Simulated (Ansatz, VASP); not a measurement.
# Al2Cu in VASP and in Ansatz

The input INCAR:

```
PREC     = Accurate       # precision mode
ENCUT    = 520            # plane-wave cutoff, eV
EDIFF    = 1E-7           # SCF threshold, eV
ISMEAR   = -1             # smearing method
SIGMA    = 0.05           # smearing width, eV
LREAL    = False          # projectors in reciprocal space
LASPH    = True           # aspherical terms in the spheres
NELM     = 60             # most SCF steps
ALGO     = Normal         # electronic algorithm
ISIF     = 2              # what is computed and relaxed
LWAVE    = False          # write WAVECAR
LCHARG   = False          # write CHGCAR
GGA      = PS             # functional
NBANDS   = 16             # bands
```

File KPOINTS:

```
Automatic mesh
0
Gamma
  9 9 9
```

POSCAR

```
Al2Cu
1.0
   -2.0701581488      2.0701581488      2.9070120003
    2.0701581488     -2.0701581488      2.9070120003
    2.0701581488      2.0701581488     -2.9070120003
Cu Al
1 2
Direct
    0.5000000000      0.5000000000      0.0000000000
    0.2500000000      0.7500000000      0.5000000000
    0.7500000000      0.2500000000      0.5000000000
```

The input input.yaml:

```yaml
crystal:
  lattice:
    - [-2.0701581488, 2.0701581488, 2.9070120003]
    - [2.0701581488, -2.0701581488, 2.9070120003]
    - [2.0701581488, 2.0701581488, -2.9070120003]
  atoms:
    - { symbol: Cu, position: [0.5, 0.5, 0.0] }
    - { symbol: Al, position: [0.25, 0.75, 0.5] }
    - { symbol: Al, position: [0.75, 0.25, 0.5] }
hamiltonian:
  xc: pbesol
  pseudopotentials: { kind: paw }
kpoints:
  mp_grid: { grid: [9, 9, 9] }
scf:
  occupations: { method: fermi_dirac, width: 0.05 }
output:
  forces: true
  stress: true
  eigenvalues: true
  write_density: true
  write_potential: true
  elf: true
  volumetric_format: npy
```

Change from the starting cell: volume scaled by 1.06.

Alike in both runs: task single point; functional PBEsol; k mesh 9 × 9 × 9; occupations fermi-dirac, width 0.05 eV; no spin polarisation.

|  | VASP | Ansatz |
| --- | --- | --- |
| version | VASP 6.6.1 | Ansatz 0.2.0 |
| potentials or method | VASP PAW PBE potentials, release 64 (Cu, Al) | Ansatz PAW |
| plane-wave cutoff (eV) | 520 | 420 |
| valence electrons in the cell | 17 | 25 |

Ansatz gave:

* gap on the k mesh at the Fermi level (eV): none
* pressure (GPa): -5.4
* largest component of the traceless stress (GPa): 0.11

Q: Which values does VASP return?

A: gap on the k mesh at the Fermi level (eV): none; pressure (GPa): -5.2; largest component of the traceless stress (GPa): 0.10.

A gap of «none» marks a metal or a gap that the smearing closes. The two sets of potentials don't hold the same shells in valence.

Caveats: the PAW data sets were made with another functional, which shifts forces and pressure a little (VASP); the PAW data sets come from PBE, with cores solved anew for the run's functional, which leaves a small shift of forces and pressure (Ansatz).
